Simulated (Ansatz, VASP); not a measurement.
One calculation of Ge, two programs

INCAR

```
PREC = Accurate
ENCUT = 520
EDIFF = 1E-6
ISMEAR = 0
SIGMA = 0.1
LREAL = False
LASPH = True
NELM = 100
ALGO = Fast
ISIF = 2
LWAVE = False
LCHARG = False
GGA = PS
NBANDS = 36
```

Contents of KPOINTS:

```
Automatic mesh
0
Gamma
  12 12 6
```

File POSCAR:

```
Ge
1.0
    4.0550711275      0.0000000000      0.0000000000
   -2.0275355638      3.5117946107      0.0000000000
    0.0000000000      0.0000000000      6.2983143279
Ge
4
Direct
    0.6666666700      0.3333333300      0.0401718350
    0.3333333300      0.6666666700      0.5401718350
    0.6666666700      0.3333333300      0.4598281650
    0.3333333300      0.6666666700      0.9598281650
```

Input for Ansatz:

```yaml
crystal:
  lattice:
    - [4.0550711275, 0.0, 0.0]
    - [-2.0275355638, 3.5117946107, 0.0]
    - [0.0, 0.0, 6.2983143279]
  atoms:
    - { symbol: Ge, position: [0.66666667, 0.33333333, 0.040171835] }
    - { symbol: Ge, position: [0.33333333, 0.66666667, 0.540171835] }
    - { symbol: Ge, position: [0.66666667, 0.33333333, 0.459828165] }
    - { symbol: Ge, position: [0.33333333, 0.66666667, 0.959828165] }
basis:
  ecutwfc: 420
kpoints:
  mp_grid: { grid: [12, 12, 6] }
hamiltonian:
  xc: pbesol
scf:
  occupations: { method: gaussian, width: 0.1 }
output:
  forces: true
  stress: true
  eigenvalues: true
```

Alike in both runs: task single point; functional PBEsol; k mesh 12 × 12 × 6; occupations gaussian, width 0.1 eV; no spin polarisation.

```csv
,VASP,Ansatz
version,VASP 6.6.1,Ansatz 0.2.0
potentials or method,"VASP PAW PBE potentials, release 64 (Ge_d)","scalar-relativistic, plane waves, PAW"
plane-wave cutoff (eV),520,420
valence electrons in the cell,56,56
```

```tsv
	VASP	Ansatz	Ansatz less VASP
gap on the k mesh at the Fermi level (eV)	none	none	-
pressure (GPa)	1.7	1.8	+0.09
largest component of the traceless stress (GPa)	3.20	3.27	+0.070
rms of the force components (eV/Å)	0.914	0.916	+0.0017
```

Atom by atom the forces differ by 0.002 eV/Å (rms over components). A gap of «none» marks a metal or a gap that the smearing closes. With one functional, cell and mesh, what is left measures potentials, basis and numerics.

Caveats: the PAW data sets were made with another functional, which shifts forces and pressure a little (VASP).
